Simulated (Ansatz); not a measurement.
# C3H5O2: the cost of one run

Program: the Python package of Ansatz 0.2.0. Level of theory: PBE0/6-31G*. These are calculated values, not measurements.

## Step 1: The structure

Bond lengths: C1–C2 1.516 Å, C2–C3 1.531 Å, C3–O4 1.261 Å, C3–O5 1.265 Å, C1–H6 1.095 Å, C1–H7 1.094 Å, C1–H8 1.095 Å, C2–H9 1.097 Å, C2–H10 1.097 Å. Angles (14 of 15 angles, heavy atoms first): C1–C2–C3 115.3°, C2–C3–O4 116.6°, C2–C3–O5 114.0°, O4–C3–O5 129.3°, C1–C2–H9 109.0°, C1–C2–H10 109.0°, C3–C2–H9 107.9°, C3–C2–H10 107.9°, C2–C1–H6 111.1°, C2–C1–H7 110.4°, C2–C1–H8 111.1°, H9–C2–H10 107.3°, H6–C1–H7 108.1°, H6–C1–H8 108.0°.

The script holds or builds the structure itself.

## Step 2: The script

Input file c3h5o2_freq.py:

```python
import itertools

import ansatz as az
from ase.data import atomic_numbers, covalent_radii
import numpy as np

GEOMETRY = """
C    -1.14060    0.15920   -0.25930
C     0.25180   -0.44130   -0.26260
C     1.27160    0.26330    0.63620
O     0.85850    1.26340    1.28450
O     2.42440   -0.25760    0.61480
H    -1.57580    0.13980    0.74530
H    -1.80010   -0.40500   -0.92600
H    -1.12200    1.19950   -0.60030
H     0.64230   -0.43240   -1.28720
H     0.18980   -1.48910    0.05460
"""

geometry = az.Crystal.molecule()
for line in GEOMETRY.strip().splitlines():
    symbol, *xyz = line.split()
    geometry = geometry.atom(symbol, [float(v) for v in xyz])

model = (
    geometry.calculation()
    .basis(gaussian="6-31G*")
    .functional("PBE0")
    .charge(-1)
)
symbols = [site.symbol for site in geometry.cartesian_sites]
start = np.array([site.position_ang for site in geometry.cartesian_sites], dtype=float)
def progress(event):
    if event["event"] == "relax_step":
        row = event["data"]
        print(f"step {row['step']:3d}  E = {row['lagrangian_ev']:.6f} eV  largest force component {row['allowed_force_max_ev_ang']:.4f} eV/A")


data = model.relax(force_tolerance=0.003).session().plan().execute(on_event=progress).report
end = np.array(data["positions_ang"])

radius = [covalent_radii[atomic_numbers[s]] for s in symbols]
span = lambda where, i, j: np.linalg.norm(where[i] - where[j])
bonded = [(i, j) for i, j in itertools.combinations(range(len(symbols)), 2) if min(span(start, i, j), span(end, i, j)) < 1.2 * (radius[i] + radius[j])]
print("pair        before    after (A)")
for i, j in bonded:
    print(f"{symbols[i]}{i}-{symbols[j]}{j}".ljust(10), f"{span(start, i, j):8.4f} {span(end, i, j):8.4f}")
for first, second in list(itertools.combinations(bonded, 2)):
    shared = set(first) & set(second)
    if shared and symbols[(j := shared.pop())] != "H":
        i, k = sorted((set(first) | set(second)) - {j})
        u, v = end[i] - end[j], end[k] - end[j]
        angle = np.degrees(np.arccos(np.clip(u @ v / np.linalg.norm(u) / np.linalg.norm(v), -1, 1)))
        print(f"final angle {symbols[i]}{i}-{symbols[j]}{j}-{symbols[k]}{k}: {angle:.2f} deg")

minimum = az.Crystal.molecule()
for symbol, place in zip(symbols, end):
    minimum = minimum.atom(symbol, place.tolist())
vibrating = (
    minimum.calculation()
    .basis(gaussian="6-31G*")
    .functional("PBE0")
    .charge(-1)
    .phonons(temperatures=(298.15, 498.15, 100))
)
vib = vibrating.run(threads=1).report["vibrations"]
sums = vib["harmonic_sums"]
modes = [m["omega_inv_cm"] for m in sums["modes_at_gamma"] if m["rigid_motion"] == "no"]
print("frequencies (1/cm):", " ".join(f"{w:.0f}" for w in modes))
print("imaginary modes:", sum(w < 0 for w in modes), " zero-point energy:", round(sums["zero_point_energy_ev"], 4), "eV")
print("T (K)   F_vib (eV)   S_vib (meV/K)   C_vib (meV/K)")
for row in zip(sums["temperatures_k"], sums["vibrational_free_energy_ev"], vib["entropy_ev_per_k"], vib["heat_capacity_ev_per_k"]):
    print(f"{row[0]:6.1f} {row[1]:11.4f} {1000 * row[2]:13.4f} {1000 * row[3]:15.4f}")
```

## Step 3: Running it

On the command line:

```
> python c3h5o2_freq.py
```

What time and memory should one allow on 1 thread of Arm Neoverse V2, shared host?

About 2.8 min, with a peak of 0.25 GiB.
